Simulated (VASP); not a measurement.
# TiAl (Pm-3m) in VASP: a series of runs, part 7 of 7

VASP 6.6.1. Earlier steps stand in the parts before.

### 102 Equation of state, PBE, 15.58 Å³/atom

The input, INCAR:

```
  ADDGRID = False
  ALGO = Normal
  EDIFF = 1E-6
  ENCUT = 520
  GGA = PE
  ISIF = 2
  ISMEAR = -1
  LASPH = True
  LCHARG = False
  LREAL = False
  LWAVE = False
  NELM = 100
  PREC = Accurate
  SIGMA = 0.1
```

The input, KPOINTS:

```
k-points
0
Gamma
  10 10 10
```

The input, POSCAR:

```
TiAl
1.0
    3.1469500468      0.0000000000      0.0000000000
    0.0000000000      3.1469500468      0.0000000000
    0.0000000000      0.0000000000      3.1469500468
Ti Al
1 1
Direct
    0.0000000000      0.0000000000      0.0000000000
    0.5000000000      0.5000000000      0.5000000000
```

Potentials or basis: VASP PAW PBE potentials, release 64 (Ti_sv, Al).

On the command line:

```
$ cat potpaw_PBE.64/Ti_sv/POTCAR potpaw_PBE.64/Al/POTCAR > POTCAR
$ mpirun -np 1 vasp_std > vasp.out
```

Wall time 5.3 s (1 thread of Intel Xeon 6975P-C (Granite Rapids), shared host); peak memory 0.14 GiB.

The run converged, but some of its settings lie outside the range that counts as converged, so its numbers aren't taken as properties of the crystal.

Results:

```
Free energy            : -12.1318 eV
Pressure               : 4.6 GPa
Band gap on the k mesh : none (metal or under the smearing width)
```

### 103 Equation of state, PBE, 16.55 Å³/atom

INCAR is that of step 102.

KPOINTS is that of step 102.

The input, POSCAR:

```
TiAl
1.0
    3.2105419283      0.0000000000      0.0000000000
    0.0000000000      3.2105419283      0.0000000000
    0.0000000000      0.0000000000      3.2105419283
Ti Al
1 1
Direct
    0.0000000000      0.0000000000      0.0000000000
    0.5000000000      0.5000000000      0.5000000000
```

On the command line:

```
$ cat potpaw_PBE.64/Ti_sv/POTCAR potpaw_PBE.64/Al/POTCAR > POTCAR
$ mpirun -np 1 vasp_std > vasp.out
```

It took 5.3 s on 1 thread of Intel Xeon 6975P-C (Granite Rapids), shared host; peak memory 0.15 GiB.

The run converged, but some of its settings lie outside the range that counts as converged, so its numbers aren't taken as properties of the crystal.

Results:

* Free energy: -12.1447 eV
* Pressure: -2.2 GPa
* Band gap on the k mesh: none (metal or under the smearing width)

### 104 Equation of state, PBE, 15.58 Å³/atom

Changes to INCAR since step 103:

```diff
@@ -12,3 +12,3 @@
   NELM = 100
-  PREC = Accurate
+  PREC = Low
   SIGMA = 0.1
```

KPOINTS is that of step 103.

The input, POSCAR:

```
TiAl
1.0
    3.1469500468      0.0000000000      0.0000000000
    0.0000000000      3.1469500468      0.0000000000
    0.0000000000      0.0000000000      3.1469500468
Ti Al
1 1
Direct
    0.0000000000      0.0000000000      0.0000000000
    0.5000000000      0.5000000000      0.5000000000
```

On the command line:

```
$ cat potpaw_PBE.64/Ti_sv/POTCAR potpaw_PBE.64/Al/POTCAR > POTCAR
$ mpirun -np 1 vasp_std > vasp.out
```

Run time: 4.5 s. Hardware: 1 thread of Intel Xeon 6975P-C (Granite Rapids), shared host; peak memory 0.12 GiB.

The run converged, but some of its settings lie outside the range that counts as converged, so its numbers aren't taken as properties of the crystal.

What came out:

```yaml
Free_energy: -12.1321 eV
Pressure: 4.6 GPa
Band_gap_on_the_k_mesh: none (metal or under the smearing width)
```

### 105 Equation of state, PBE, 16.55 Å³/atom

INCAR is that of step 104.

KPOINTS is that of step 104.

The input, POSCAR:

```
TiAl
1.0
    3.2105419283      0.0000000000      0.0000000000
    0.0000000000      3.2105419283      0.0000000000
    0.0000000000      0.0000000000      3.2105419283
Ti Al
1 1
Direct
    0.0000000000      0.0000000000      0.0000000000
    0.5000000000      0.5000000000      0.5000000000
```

Potentials or basis: VASP PAW PBE potentials, release 64 (Ti_sv, Al).

On the command line:

```
$ cat potpaw_PBE.64/Ti_sv/POTCAR potpaw_PBE.64/Al/POTCAR > POTCAR
$ mpirun -np 1 vasp_std > vasp.out
```

It took 4.3 s on 1 thread of Intel Xeon 6975P-C (Granite Rapids), shared host; peak memory 0.12 GiB.

The run converged, but some of its settings lie outside the range that counts as converged, so its numbers aren't taken as properties of the crystal.

Results:

* Free energy: -12.1448 eV
* Pressure: -2.3 GPa
* Band gap on the k mesh: none (metal or under the smearing width)

### 106 Equation of state, PBE, 15.58 Å³/atom

Changes to INCAR since step 105:

```diff
@@ -12,3 +12,3 @@
   NELM = 100
-  PREC = Low
+  PREC = Normal
   SIGMA = 0.1
```

KPOINTS is that of step 105.

The input, POSCAR:

```
TiAl
1.0
    3.1469500468      0.0000000000      0.0000000000
    0.0000000000      3.1469500468      0.0000000000
    0.0000000000      0.0000000000      3.1469500468
Ti Al
1 1
Direct
    0.0000000000      0.0000000000      0.0000000000
    0.5000000000      0.5000000000      0.5000000000
```

On the command line:

```
$ cat potpaw_PBE.64/Ti_sv/POTCAR potpaw_PBE.64/Al/POTCAR > POTCAR
$ mpirun -np 1 vasp_std > vasp.out
```

Wall time 4.6 s (1 thread of Intel Xeon 6975P-C (Granite Rapids), shared host); peak memory 0.13 GiB.

These settings aren't checked as converged: the numbers below hold their error.

What came out:

```
Free energy            : -12.1317 eV
Pressure               : 4.6 GPa
Band gap on the k mesh : none (metal or under the smearing width)
```

### 107 Equation of state, PBE, 16.55 Å³/atom

INCAR is that of step 106.

KPOINTS is that of step 106.

The input, POSCAR:

```
TiAl
1.0
    3.2105419283      0.0000000000      0.0000000000
    0.0000000000      3.2105419283      0.0000000000
    0.0000000000      0.0000000000      3.2105419283
Ti Al
1 1
Direct
    0.0000000000      0.0000000000      0.0000000000
    0.5000000000      0.5000000000      0.5000000000
```

On the command line:

```
$ cat potpaw_PBE.64/Ti_sv/POTCAR potpaw_PBE.64/Al/POTCAR > POTCAR
$ mpirun -np 1 vasp_std > vasp.out
```

Run time: 4.5 s. Hardware: 1 thread of Intel Xeon 6975P-C (Granite Rapids), shared host; peak memory 0.13 GiB.

The run converged, but some of its settings lie outside the range that counts as converged, so its numbers aren't taken as properties of the crystal.

What came out:

```yaml
Free_energy: -12.1447 eV
Pressure: -2.2 GPa
Band_gap_on_the_k_mesh: none (metal or under the smearing width)
```

### 108 Equation of state, PBE, 15.58 Å³/atom

Changes to INCAR since step 107:

```diff
@@ -9,6 +9,6 @@
   LCHARG = False
-  LREAL = False
+  LREAL = Auto
   LWAVE = False
   NELM = 100
-  PREC = Normal
+  PREC = Accurate
   SIGMA = 0.1
```

KPOINTS is that of step 107.

The input, POSCAR:

```
TiAl
1.0
    3.1469500468      0.0000000000      0.0000000000
    0.0000000000      3.1469500468      0.0000000000
    0.0000000000      0.0000000000      3.1469500468
Ti Al
1 1
Direct
    0.0000000000      0.0000000000      0.0000000000
    0.5000000000      0.5000000000      0.5000000000
```

Potentials or basis: VASP PAW PBE potentials, release 64 (Ti_sv, Al).

On the command line:

```
$ cat potpaw_PBE.64/Ti_sv/POTCAR potpaw_PBE.64/Al/POTCAR > POTCAR
$ mpirun -np 1 vasp_std > vasp.out
```

Wall time 7.7 s (1 thread of Intel Xeon 6975P-C (Granite Rapids), shared host); peak memory 0.14 GiB.

These settings aren't checked as converged: the numbers below hold their error.

Results:

```
Free energy            : -12.1331 eV
Pressure               : 4.4 GPa
Band gap on the k mesh : none (metal or under the smearing width)
```

### 109 Equation of state, PBE, 16.55 Å³/atom

INCAR is that of step 108.

KPOINTS is that of step 108.

The input, POSCAR:

```
TiAl
1.0
    3.2105419283      0.0000000000      0.0000000000
    0.0000000000      3.2105419283      0.0000000000
    0.0000000000      0.0000000000      3.2105419283
Ti Al
1 1
Direct
    0.0000000000      0.0000000000      0.0000000000
    0.5000000000      0.5000000000      0.5000000000
```

On the command line:

```
$ cat potpaw_PBE.64/Ti_sv/POTCAR potpaw_PBE.64/Al/POTCAR > POTCAR
$ mpirun -np 1 vasp_std > vasp.out
```

It took 7.3 s on 1 thread of Intel Xeon 6975P-C (Granite Rapids), shared host; peak memory 0.14 GiB.

The run converged, but some of its settings lie outside the range that counts as converged, so its numbers aren't taken as properties of the crystal.

Results:

```
Free energy            : -12.1448 eV
Pressure               : -2.5 GPa
Band gap on the k mesh : none (metal or under the smearing width)
```

### 110 Equation of state, PBE, 15.58 Å³/atom

Changes to INCAR since step 109:

```diff
@@ -2,3 +2,3 @@
   ALGO = Normal
-  EDIFF = 1E-6
+  EDIFF = 1E-4
   ENCUT = 520
@@ -9,3 +9,3 @@
   LCHARG = False
-  LREAL = Auto
+  LREAL = False
   LWAVE = False
```

KPOINTS is that of step 109.

The input, POSCAR:

```
TiAl
1.0
    3.1469500468      0.0000000000      0.0000000000
    0.0000000000      3.1469500468      0.0000000000
    0.0000000000      0.0000000000      3.1469500468
Ti Al
1 1
Direct
    0.0000000000      0.0000000000      0.0000000000
    0.5000000000      0.5000000000      0.5000000000
```

On the command line:

```
$ cat potpaw_PBE.64/Ti_sv/POTCAR potpaw_PBE.64/Al/POTCAR > POTCAR
$ mpirun -np 1 vasp_std > vasp.out
```

It took 4.2 s on 1 thread of Intel Xeon 6975P-C (Granite Rapids), shared host; peak memory 0.15 GiB.

The run converged, but some of its settings lie outside the range that counts as converged, so its numbers aren't taken as properties of the crystal.

Results:

* Free energy: -12.1317 eV
* Pressure: 3.3 GPa
* Band gap on the k mesh: none (metal or under the smearing width)

### 111 Equation of state, PBE, 16.55 Å³/atom

INCAR is that of step 110.

KPOINTS is that of step 110.

The input, POSCAR:

```
TiAl
1.0
    3.2105419283      0.0000000000      0.0000000000
    0.0000000000      3.2105419283      0.0000000000
    0.0000000000      0.0000000000      3.2105419283
Ti Al
1 1
Direct
    0.0000000000      0.0000000000      0.0000000000
    0.5000000000      0.5000000000      0.5000000000
```

Potentials or basis: VASP PAW PBE potentials, release 64 (Ti_sv, Al).

On the command line:

```
$ cat potpaw_PBE.64/Ti_sv/POTCAR potpaw_PBE.64/Al/POTCAR > POTCAR
$ mpirun -np 1 vasp_std > vasp.out
```

Run time: 4.1 s. Hardware: 1 thread of Intel Xeon 6975P-C (Granite Rapids), shared host; peak memory 0.15 GiB.

These settings aren't checked as converged: the numbers below hold their error.

What came out:

```
Free energy            : -12.1446 eV
Pressure               : -3.4 GPa
Band gap on the k mesh : none (metal or under the smearing width)
```

### 112 Equation of state, PBE, 15.58 Å³/atom

Changes to INCAR since step 111:

```diff
@@ -2,4 +2,4 @@
   ALGO = Normal
-  EDIFF = 1E-4
-  ENCUT = 520
+  EDIFF = 1E-6
+  ENCUT = 650
   GGA = PE
```

KPOINTS is that of step 111.

The input, POSCAR:

```
TiAl
1.0
    3.1469500468      0.0000000000      0.0000000000
    0.0000000000      3.1469500468      0.0000000000
    0.0000000000      0.0000000000      3.1469500468
Ti Al
1 1
Direct
    0.0000000000      0.0000000000      0.0000000000
    0.5000000000      0.5000000000      0.5000000000
```

On the command line:

```
$ cat potpaw_PBE.64/Ti_sv/POTCAR potpaw_PBE.64/Al/POTCAR > POTCAR
$ mpirun -np 1 vasp_std > vasp.out
```

It took 9.5 s on 1 thread of Intel Xeon 6975P-C (Granite Rapids), shared host; peak memory 0.17 GiB.

These settings aren't checked as converged: the numbers below hold their error.

Results:

| Item | Value |
| --- | --- |
| Free energy | -12.1323 eV |
| Pressure | 4.6 GPa |
| Band gap on the k mesh | none (metal or under the smearing width) |

### 113 Equation of state, PBE, 16.55 Å³/atom

INCAR is that of step 112.

KPOINTS is that of step 112.

The input, POSCAR:

```
TiAl
1.0
    3.2105419283      0.0000000000      0.0000000000
    0.0000000000      3.2105419283      0.0000000000
    0.0000000000      0.0000000000      3.2105419283
Ti Al
1 1
Direct
    0.0000000000      0.0000000000      0.0000000000
    0.5000000000      0.5000000000      0.5000000000
```

On the command line:

```
$ cat potpaw_PBE.64/Ti_sv/POTCAR potpaw_PBE.64/Al/POTCAR > POTCAR
$ mpirun -np 1 vasp_std > vasp.out
```

It took 9.8 s on 1 thread of Intel Xeon 6975P-C (Granite Rapids), shared host; peak memory 0.17 GiB.

The run converged, but some of its settings lie outside the range that counts as converged, so its numbers aren't taken as properties of the crystal.

What came out:

| Property | Result |
| --- | --- |
| Free energy | -12.1452 eV |
| Pressure | -2.2 GPa |
| Band gap on the k mesh | none (metal or under the smearing width) |

### 114 Equation of state, PBE, 15.58 Å³/atom

Changes to INCAR since step 113:

```diff
@@ -3,3 +3,3 @@
   EDIFF = 1E-6
-  ENCUT = 650
+  ENCUT = 460
   GGA = PE
```

The input, KPOINTS:

```
k-points
0
Gamma
  12 12 12
```

The input, POSCAR:

```
TiAl
1.0
    3.1469500468      0.0000000000      0.0000000000
    0.0000000000      3.1469500468      0.0000000000
    0.0000000000      0.0000000000      3.1469500468
Ti Al
1 1
Direct
    0.0000000000      0.0000000000      0.0000000000
    0.5000000000      0.5000000000      0.5000000000
```

Potentials or basis: VASP PAW PBE potentials, release 64 (Ti_sv, Al).

On the command line:

```
$ cat potpaw_PBE.64/Ti_sv/POTCAR potpaw_PBE.64/Al/POTCAR > POTCAR
$ mpirun -np 1 vasp_std > vasp.out
```

Wall time 6.9 s (1 thread of Intel Xeon 6975P-C (Granite Rapids), shared host); peak memory 0.15 GiB.

The run converged, but some of its settings lie outside the range that counts as converged, so its numbers aren't taken as properties of the crystal.

What came out:

```
Free energy            : -12.1290 eV
Pressure               : 4.6 GPa
Band gap on the k mesh : none (metal or under the smearing width)
```

### 115 Equation of state, PBE, 16.55 Å³/atom

INCAR is that of step 114.

KPOINTS is that of step 114.

The input, POSCAR:

```
TiAl
1.0
    3.2105419283      0.0000000000      0.0000000000
    0.0000000000      3.2105419283      0.0000000000
    0.0000000000      0.0000000000      3.2105419283
Ti Al
1 1
Direct
    0.0000000000      0.0000000000      0.0000000000
    0.5000000000      0.5000000000      0.5000000000
```

On the command line:

```
$ cat potpaw_PBE.64/Ti_sv/POTCAR potpaw_PBE.64/Al/POTCAR > POTCAR
$ mpirun -np 1 vasp_std > vasp.out
```

It took 6.9 s on 1 thread of Intel Xeon 6975P-C (Granite Rapids), shared host; peak memory 0.15 GiB.

These settings aren't checked as converged: the numbers below hold their error.

Results:

- Free energy: -12.1425 eV
- Pressure: -2.3 GPa
- Band gap on the k mesh: none (metal or under the smearing width)

### 116 Equation of state, PBE, 15.58 Å³/atom

Changes to INCAR since step 115:

```diff
@@ -3,3 +3,3 @@
   EDIFF = 1E-6
-  ENCUT = 460
+  ENCUT = 520
   GGA = PE
```

KPOINTS is that of step 115.

The input, POSCAR:

```
TiAl
1.0
    3.1469500468      0.0000000000      0.0000000000
    0.0000000000      3.1469500468      0.0000000000
    0.0000000000      0.0000000000      3.1469500468
Ti Al
1 1
Direct
    0.0000000000      0.0000000000      0.0000000000
    0.5000000000      0.5000000000      0.5000000000
```

On the command line:

```
$ cat potpaw_PBE.64/Ti_sv/POTCAR potpaw_PBE.64/Al/POTCAR > POTCAR
$ mpirun -np 1 vasp_std > vasp.out
```

It took 7.3 s on 1 thread of Intel Xeon 6975P-C (Granite Rapids), shared host; peak memory 0.15 GiB.

The run converged, but some of its settings lie outside the range that counts as converged, so its numbers aren't taken as properties of the crystal.

Results:

- Free energy: -12.1299 eV
- Pressure: 4.7 GPa
- Band gap on the k mesh: none (metal or under the smearing width)

### 117 Equation of state, PBE, 16.55 Å³/atom

INCAR is that of step 116.

KPOINTS is that of step 116.

The input, POSCAR:

```
TiAl
1.0
    3.2105419283      0.0000000000      0.0000000000
    0.0000000000      3.2105419283      0.0000000000
    0.0000000000      0.0000000000      3.2105419283
Ti Al
1 1
Direct
    0.0000000000      0.0000000000      0.0000000000
    0.5000000000      0.5000000000      0.5000000000
```

Potentials or basis: VASP PAW PBE potentials, release 64 (Ti_sv, Al).

On the command line:

```
$ cat potpaw_PBE.64/Ti_sv/POTCAR potpaw_PBE.64/Al/POTCAR > POTCAR
$ mpirun -np 1 vasp_std > vasp.out
```

Wall time 7.1 s (1 thread of Intel Xeon 6975P-C (Granite Rapids), shared host); peak memory 0.16 GiB.

These settings aren't checked as converged: the numbers below hold their error.

What came out:

```yaml
Free_energy: -12.1432 eV
Pressure: -2.2 GPa
Band_gap_on_the_k_mesh: none (metal or under the smearing width)
```
